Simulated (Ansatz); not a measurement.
# Ionic part of the dielectric constant of BN at 6 GPa, mode by mode

Level of theory: DFT PBE, scalar-relativistic, plane waves, PAW (Ansatz 0.2.0). Cutoff 420 eV, 12×12×12 k-points (Γ-centred), fixed occupations. No spin polarisation. Phonons by linear response, acoustic sum rule imposed.

Symmetry: F-43m, No. 216, cubic system. Conventional cell: a = 3.606 Å, b = 3.606 Å, c = 3.606 Å, α = 90.00°, β = 90.00°, γ = 90.00°. Around B (site symmetry -43m) lie 4 N at 1.56 Å. Around N (site symmetry -43m) lie 4 B at 1.56 Å.

The primitive cell has V = 11.72 Å³ and ε∞,zz = 4.598. Each polar mode adds Δε = (4.92064×10⁷/V)·S/ν² along z, with S its oscillator strength in e²/amu, ν in cm⁻¹ and V in Å³.

Question: From these modes, find each Δε and ε0,zz.
```tsv
ν (cm⁻¹)	S_zz (e²/amu)
1046.6	0.596
```

Answer:
```csv
ν (cm⁻¹),Δε
1046.6,2.28
```

The sum is 2.284, so ε0,zz = 6.88; the run's tensor has 6.88.

Question: Where do the longitudinal modes lie for a wave vector along z?

Answer: At 1280 cm⁻¹. The Lyddane–Sachs–Teller product Π(ν_LO/ν_TO)² = 1.50 matches ε0/ε∞ = 1.50.

Cost: 1 run of about 0.15 core-minutes, on Arm Neoverse V2 (shared hosts).